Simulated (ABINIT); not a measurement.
# BAs (F-43m) in ABINIT: settings compared, part 2 of 3

ABINIT 10.8.3 (patched build).

## (4) Single point, PBE

This run uses another cell than the first one, of 13.58 Å³/atom, 0.997 times its volume.

The input, run.abi:

```
# Pseudopotentials
pp_dirpath "./"
pseudos "As.upf, B.upf"

# Structure
acell 3*1.0 Angstrom
rprim
     0.0000000000     2.3860082800     2.3860082800
     2.3860082800     0.0000000000     2.3860082800
     2.3860082800     2.3860082800     0.0000000000
ntypat 2
znucl 33 5
natom 2
typat 1 2
xcart
     3.5790124200     3.5790124200     3.5790124200
     0.0000000000     0.0000000000     0.0000000000 Angstrom

# Plane-wave basis
ecut 38.0

# k points
kptopt 1
ngkpt 8 8 8
nshiftk 1
shiftk 0.0 0.0 0.0

# Exchange and correlation
ixc 11

# Bands and occupations
nband 13
occopt 3
tsmear 0.00183747

# SCF cycle
nstep 100
tolvrs 1.0e-10

# Output
iomode 3
prtwf 0
prtden 0
prteig 0
prtebands 0
enunit 1
```

Potentials or basis: PseudoDojo NC SR PBE v0.4.1 standard.

Command:

```
> abinit run.abi > log 2>&1
```

run.abo:

```text
.Version 10.8.3 of ABINIT
 Symmetries : space group F-4 3 m (#216); Bravais cF (face-center cubic)
================================================================================
 Values of the parameters that define the memory need of the present run
     intxc =       0    ionmov =       0      iscf =       7    lmnmax =       6
     lnmax =       6     mgfft =      36  mpssoang =       3    mqgrid =    3001
     natom =       2  nloc_mem =       1    nspden =       1   nspinor =       1
    nsppol =       1      nsym =      24    n1xccc =    2501    ntypat =       2
    occopt =       3   xclevel =       2
       mpw =        2065          nfft =       46656          nkpt =          29
================================================================================
================================================================================

--------------------------------------------------------------------------------
------------- Echo of variables that govern the present computation ------------
--------------------------------------------------------------------------------
 -outvars: echo values of preprocessed input variables --------
            acell      1.8897261259E+00  1.8897261259E+00  1.8897261259E+00 Bohr
              amu      7.49215900E+01  1.08110000E+01
             ecut      3.80000000E+01 Hartree
           enunit           1
              ixc          11
         kptrlatt        8    0    0      0    8    0      0    0    8
          kptrlen      5.10124050E+01
            natom           2
            nband          13
            ngfft          36      36      36
             nkpt          29
            nstep         100
             nsym          24
           ntypat           2
           occopt           3
           prtden           0
        prtebands           0
           prteig           0
            prtwf           0
            rprim      0.0000000000E+00  2.3860082800E+00  2.3860082800E+00
                       2.3860082800E+00  0.0000000000E+00  2.3860082800E+00
                       2.3860082800E+00  2.3860082800E+00  0.0000000000E+00
          spgroup         216
           tolvrs      1.00000000E-10
           tsmear      1.83747000E-03 Hartree
            typat      1  2
           xangst      3.5790124200E+00  3.5790124200E+00  3.5790124200E+00
                       0.0000000000E+00  0.0000000000E+00  0.0000000000E+00
            xcart      6.7633532750E+00  6.7633532750E+00  6.7633532750E+00
                       0.0000000000E+00  0.0000000000E+00  0.0000000000E+00
             xred      7.5000000000E-01  7.5000000000E-01  7.5000000000E-01
                       0.0000000000E+00  0.0000000000E+00  0.0000000000E+00
            znucl       33.00000    5.00000

================================================================================

 chkinp: Checking input parameters for consistency.

================================================================================
== DATASET  1 ==================================================================

--- !DatasetInfo
iteration_state: {dtset: 1, }
dimensions: {natom: 2, nkpt: 29, mband: 13, nsppol: 1, nspinor: 1, nspden: 1, mpw: 2065, }
cutoff_energies: {ecut:  38.0, pawecutdg:  -1.0, }
electrons: {nelect:   1.80000000E+01, charge:   0.00000000E+00, occopt:   3.00000000E+00, tsmear:   1.83747000E-03, }
meta: {optdriver: 0, ionmov: 0, optcell: 0, iscf: 7, paral_kgb: 0, }
...

 Exchange-correlation functional for the present dataset will be:
  GGA: Perdew-Burke-Ernzerhof functional - ixc=11
  J.P.Perdew, K.Burke, M.Ernzerhof, PRL 77, 3865 (1996)

 Real(R)+Recip(G) space primitive vectors, cartesian coordinates (Bohr,Bohr^-1):
 R(1)=  0.0000000  4.5089022  4.5089022  G(1)= -0.1108917  0.1108917  0.1108917
 R(2)=  4.5089022  0.0000000  4.5089022  G(2)=  0.1108917 -0.1108917  0.1108917
[... 43 lines left out ...]
  sigma(2 2)= -6.01756483E-05  sigma(3 1)=  0.00000000E+00
  sigma(3 3)= -6.01756483E-05  sigma(2 1)=  0.00000000E+00

--- !ResultsGS
iteration_state: {dtset: 1, }
comment   : Summary of ground state results
lattice_vectors:
- [  0.0000000,   4.5089022,   4.5089022, ]
- [  4.5089022,   0.0000000,   4.5089022, ]
- [  4.5089022,   4.5089022,   0.0000000, ]
lattice_lengths: [   6.37655,    6.37655,    6.37655, ]
lattice_angles: [ 60.000,  60.000,  60.000, ] # degrees, (23, 13, 12)
lattice_volume:   1.8333376E+02
convergence: {deltae:  1.862E-12, res2:  2.519E-11, residm:  1.101E-05, diffor: null, }
etotal    :  -1.09008932E+02
entropy   :   0.00000000E+00
fermie    :   2.64071349E-01
cartesian_stress_tensor: # hartree/bohr^3
- [ -6.01756483E-05,   0.00000000E+00,   0.00000000E+00, ]
- [  0.00000000E+00,  -6.01756483E-05,   0.00000000E+00, ]
- [  0.00000000E+00,   0.00000000E+00,  -6.01756483E-05, ]
pressure_GPa:   1.7704E+00
xred      :
- [  7.5000E-01,   7.5000E-01,   7.5000E-01, As]
- [  0.0000E+00,   0.0000E+00,   0.0000E+00,  B]
cartesian_forces: # hartree/bohr
- [ -0.00000000E+00,  -0.00000000E+00,  -0.00000000E+00, ]
- [ -0.00000000E+00,  -0.00000000E+00,  -0.00000000E+00, ]
force_length_stats: {min:   0.00000000E+00, max:   0.00000000E+00, mean:   0.00000000E+00, }
...

 Integrated electronic density in atomic spheres:
 ------------------------------------------------
 Atom  Sphere_radius  Integrated_density
    1        2.00000         12.46022985
    2        2.00000          2.55685667
================================================================================

 ----iterations are completed or convergence reached----

 Mean square residual over all n,k,spin=   90.031E-09; max=  11.008E-06
 reduced coordinates (array xred) for    2 atoms
       0.750000000000      0.750000000000      0.750000000000
       0.000000000000      0.000000000000      0.000000000000
 rms dE/dt=  0.0000E+00; max dE/dt=  0.0000E+00; dE/dt below (all hartree)
    1       0.000000000000      0.000000000000      0.000000000000
    2       0.000000000000      0.000000000000      0.000000000000

 cartesian coordinates (angstrom) at end:
    1      3.57901242000000     3.57901242000000     3.57901242000000
    2      0.00000000000000     0.00000000000000     0.00000000000000

 cartesian forces (hartree/bohr) at end:
    1     -0.00000000000000    -0.00000000000000    -0.00000000000000
    2     -0.00000000000000    -0.00000000000000    -0.00000000000000
 frms,max,avg= 0.0000000E+00 0.0000000E+00   0.000E+00  0.000E+00  0.000E+00 h/b

 cartesian forces (eV/Angstrom) at end:
    1     -0.00000000000000    -0.00000000000000    -0.00000000000000
    2     -0.00000000000000    -0.00000000000000    -0.00000000000000
 frms,max,avg= 0.0000000E+00 0.0000000E+00   0.000E+00  0.000E+00  0.000E+00 e/A
 length scales=  1.889726125908  1.889726125908  1.889726125908 bohr
              =  1.000000000000  1.000000000000  1.000000000000 angstroms
 Fermi (or HOMO) energy (eV) =   7.18575   Average Vxc (eV)= -11.21866
 Eigenvalues (   eV  ) for nkpt=  29  k points:
 kpt#   1, nband= 13, wtk=  0.00195, kpt=  0.0000  0.0000  0.0000 (reduced coord)
 -29.31972  -29.31972  -29.31972  -29.29999  -29.29999   -8.82557    6.60013    6.60013
   6.60013    9.89638    9.89638    9.89638   11.32771
 prteigrs : prtvol=0 or 1, do not print more k-points.

--- !EnergyTerms
iteration_state     : {dtset: 1, }
comment             : Components of total free energy in Hartree
kinetic             :  7.83088313866239E+01
hartree             :  3.04473814047350E+01
xc                  : -2.50106352595108E+01
Ewald energy        : -6.34872922545226E+01
psp_core            :  3.17100931247218E+00
local_psp           : -8.01281108088101E+01
non_local_psp       : -5.23101154137563E+01
internal            : -1.09008931632769E+02
'-kT*entropy'       : -4.62187504087687E-09
total_energy        : -1.09008931637391E+02
total_energy_eV     : -2.96628414304677E+03
band_energy         : -1.07646714296306E+01
...

 Cartesian components of stress tensor (hartree/bohr^3)
  sigma(1 1)= -6.01756483E-05  sigma(3 2)=  0.00000000E+00
  sigma(2 2)= -6.01756483E-05  sigma(3 1)=  0.00000000E+00
  sigma(3 3)= -6.01756483E-05  sigma(2 1)=  0.00000000E+00

-Cartesian components of stress tensor (GPa)         [Pressure=  1.7704E+00 GPa]
- sigma(1 1)= -1.77042870E+00  sigma(3 2)=  0.00000000E+00
- sigma(2 2)= -1.77042870E+00  sigma(3 1)=  0.00000000E+00
- sigma(3 3)= -1.77042870E+00  sigma(2 1)=  0.00000000E+00

== END DATASET(S) ==============================================================
================================================================================

 -outvars: echo values of variables after computation  --------
            acell      1.8897261259E+00  1.8897261259E+00  1.8897261259E+00 Bohr
           etotal     -1.0900893164E+02
            fcart     -0.0000000000E+00 -0.0000000000E+00 -0.0000000000E+00
                      -0.0000000000E+00 -0.0000000000E+00 -0.0000000000E+00
            rprim      0.0000000000E+00  2.3860082800E+00  2.3860082800E+00
                       2.3860082800E+00  0.0000000000E+00  2.3860082800E+00
                       2.3860082800E+00  2.3860082800E+00  0.0000000000E+00
           strten     -6.0175648293E-05 -6.0175648293E-05 -6.0175648293E-05
                       0.0000000000E+00  0.0000000000E+00  0.0000000000E+00
           xangst      3.5790124200E+00  3.5790124200E+00  3.5790124200E+00
                       0.0000000000E+00  0.0000000000E+00  0.0000000000E+00
             xred      7.5000000000E-01  7.5000000000E-01  7.5000000000E-01
                       0.0000000000E+00  0.0000000000E+00  0.0000000000E+00
 Calculation completed.
```

It took 18 s on 1 thread of Arm Neoverse V2, shared host; peak memory 0.07 GiB.

What came out:

```yaml
Free_energy: -2966.2841 eV
Band_gap_on_the_k_mesh: 1.21 eV, indirect (least direct gap 3.30 eV)
Valence_electrons_inside_the_program's_atomic_spheres: As 12.46; B 2.56
```

Caveat: the cutoff is too short for stress, so the log's stress isn't used.

## (5) Single point, LDA-PZ (cell squeezed)

The input, run.abi:

```
# Pseudopotentials
pp_dirpath "./"
pseudos "As.upf, B.upf"

# Structure
acell 3*1.0 Angstrom
rprim
     0.0000000000     2.3230284114     2.3230284114
     2.3230284114     0.0000000000     2.3230284114
     2.3230284114     2.3230284114     0.0000000000
ntypat 2
znucl 33 5
natom 2
typat 1 2
xcart
     3.4845426171     3.4845426171     3.4845426171
     0.0000000000     0.0000000000     0.0000000000 Angstrom
chkprim 0
chksymtnons 0
tolsym 1.0e-6

# Plane-wave basis
ecut 34.0

# k points
kptopt 1
ngkpt 8 8 8
nshiftk 1
shiftk 0.0 0.0 0.0

# Exchange and correlation
ixc 2

# Bands and occupations
nband 13
occopt 3
tsmear 0.05 eV

# SCF cycle
nstep 100
tolvrs 1.0e-10

# Output
iomode 3
prtwf 0
prtden 0
prteig 0
prtebands 0
```

Potentials or basis: PseudoDojo NC SR LDA v0.4.1 standard.

Command:

```
> abinit run.abi > log 2>&1
```

run.abo:

```text
.Version 10.8.3 of ABINIT
 Symmetries : space group F-4 3 m (#216); Bravais cF (face-center cubic)
================================================================================
 Values of the parameters that define the memory need of the present run
     intxc =       0    ionmov =       0      iscf =       7    lmnmax =       6
     lnmax =       6     mgfft =      36  mpssoang =       3    mqgrid =    3001
     natom =       2  nloc_mem =       1    nspden =       1   nspinor =       1
    nsppol =       1      nsym =      24    n1xccc =    2501    ntypat =       2
    occopt =       3   xclevel =       1
       mpw =        1614          nfft =       46656          nkpt =          29
================================================================================
================================================================================

--------------------------------------------------------------------------------
------------- Echo of variables that govern the present computation ------------
[... 206 lines left out ...]
- sigma(3 3)=  9.85442570E+00  sigma(2 1)=  0.00000000E+00

== END DATASET(S) ==============================================================
================================================================================

 -outvars: echo values of variables after computation  --------
            acell      1.8897261259E+00  1.8897261259E+00  1.8897261259E+00 Bohr
           etotal     -1.0891936722E+02
            fcart     -1.1979971526E-31 -3.2410469528E-49  1.1979971526E-31
                       1.1979971526E-31  3.2410469528E-49 -1.1979971526E-31
            rprim      0.0000000000E+00  2.3230284114E+00  2.3230284114E+00
                       2.3230284114E+00  0.0000000000E+00  2.3230284114E+00
                       2.3230284114E+00  2.3230284114E+00  0.0000000000E+00
           strten      3.3494512158E-04  3.3494512158E-04  3.3494512158E-04
                       0.0000000000E+00  0.0000000000E+00  0.0000000000E+00
           xangst      3.4845426171E+00  3.4845426171E+00  3.4845426171E+00
                       0.0000000000E+00  0.0000000000E+00  0.0000000000E+00
             xred      7.5000000000E-01  7.5000000000E-01  7.5000000000E-01
                       0.0000000000E+00  0.0000000000E+00  0.0000000000E+00
 Calculation completed.
```

Wall time 16 s (1 thread of Arm Neoverse V2, shared host); peak memory 0.07 GiB.

What came out:

* Free energy: -2963.8470 eV
* Band gap on the k mesh: 1.09 eV, indirect (least direct gap 3.38 eV)
* Valence electrons inside the program's atomic spheres: As 12.53; B 2.68

Caveat: the cutoff is too short for stress, so the log's stress isn't used.

[end of part 2 of 3]
